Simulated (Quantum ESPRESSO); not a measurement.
Runs of Quantum ESPRESSO 7.5 on GaN. The structure is cubic, space group F-43m (No. 216). The conventional cell has a = 4.507 Å, b = 4.507 Å, c = 4.507 Å, α = 90.00°, β = 90.00°, γ = 90.00°. Ga (site symmetry -43m) is surrounded by 4 N at 1.95 Å. Around N (site symmetry -43m) lie 4 Ga at 1.95 Å. The cell is a database's computed one.

```tsv
level	potentials or basis	k mesh	cutoff (eV)	k mesh of the self-consistent run	form of the LDA	gap on the mesh (eV)
LDA	PseudoDojo 0.4.1 SR LDA stringent	6 × 6 × 6	1442	10 × 10 × 10	PW92	1.76
PBEsol	PseudoDojo 0.4.1 SR PBEsol standard	16 × 16 × 16	1143	16 × 16 × 16	-	1.71
LDA	PseudoDojo 0.4.1 SR LDA standard	6 × 6 × 6	1143	10 × 10 × 10	PW92	(a)
PBEsol	PseudoDojo 0.4.1 SR PBEsol standard	12 × 12 × 12	1143	12 × 12 × 12	-	1.71
PBEsol	PseudoDojo 0.4.1 SR PBEsol standard	6 × 6 × 6	1143	10 × 10 × 10	-	1.71
```

Alike in all rows: task single point; no spin polarisation; cell as given; smearing fixed.

**Question.** Estimate the missing entries.

**Answer.** (a) 1.77.

A k mesh can miss the band edges, and the runs leave out spin-orbit coupling on Ga.

The runs don't all hold the same shells in valence.

Runs at the PBE level aren't shown here.
